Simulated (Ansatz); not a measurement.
**Cu: a tetragonal deformation path**

An exercise on one series of results from a longer session: the logs are not shown, and one member is left open.

Program: Ansatz 0.2.0. Level of theory: DFT PBEsol, scalar-relativistic, plane waves, PAW. These are calculated values, not measurements.

2 further runs of the same task are left out: 2 set aside as unsound or not needed. Runs told in other sessions of the task aren't counted.

### The structure to begin with

Symmetry: I4/mmm, No. 139, tetragonal system. The conventional cell has a = 2.890 Å, b = 2.890 Å, c = 2.720 Å, α = 90.00°, β = 90.00°, γ = 90.00°. Around Cu (site symmetry 4/mmm) lie 10 Cu at 2.45 to 2.72 Å.

Structure file:

```xyz
1
Lattice="-1.4451 1.4451 1.3600 1.4451 -1.4451 1.3600 1.4451 1.4451 -1.3600" Properties=species:S:1:pos:R:3 pbc="T T T"
Cu    0.0000    0.0000    0.0000
```

It goes back to an entry of the Materials Project, which need not be the stable form.

This cell was relaxed beforehand with the same method: volume 11.36 Å³/atom, gap on the mesh none (metal).

Set-up of the first run:

input.yaml reads:

```yaml
crystal:
  lattice:
    - [-1.4450917296, 1.4450917296, 1.3600071991]
    - [1.4450917296, -1.4450917296, 1.3600071991]
    - [1.4450917296, 1.4450917296, -1.3600071991]
  atoms:
    - { symbol: Cu, position: [0.0, 0.0, 0.0] }
basis:
  ecutwfc: 420
kpoints:
  mp_grid: { grid: [34, 34, 34] }
hamiltonian:
  xc: pbesol
scf:
  occupations: { method: gaussian, width: 0.15 }
output:
  forces: true
  stress: true
  eigenvalues: true
  write_density: true
  write_potential: true
  elf: true
  volumetric_format: npy
```

The run is started by

```
ansatz run input.yaml --threads 1 --pin off --max-ram 2560MiB --backend cpu --events-out ev --progress --plain --runs-dir out
```

Among the steps run: Zero of the scan; Point ρ = 0.850; ρ = 1.200; Point ρ = 0.920; Point ρ = 1.100; Point ρ = 0.960; Point ρ = 1.050.

One of the session's tables, all rows but one given; the rest of the session is left out.

It belongs to the step «The scan collected». 

```
    ρ  ΔE (meV/atom)  pressure (GPa)
0.850           34.1             2.4
0.920            5.6             0.6
0.960            1.0             0.2
1.000            0.0             0.0
1.050            0.4            -0.1
1.100              ?               ?
1.200           -6.6            -0.1
```

**Question.** Estimate the row for ρ = 1.100.

Worked estimate for «ΔE (meV/atom)». A straight line through the neighbours (1.050, 0.4) and (1.200, -6.6) gives 0.4 + (-6.6 − 0.4) × (1.100 − 1.050) / (1.200 − 1.050) = -1.9; a parabola fitted to 3 rows on both sides gives -0.6.

**Answer.** ΔE (meV/atom): -0.1; pressure (GPa): -0.1. In «ΔE (meV/atom)» the line misses by -1.8 and the parabola by -0.5.
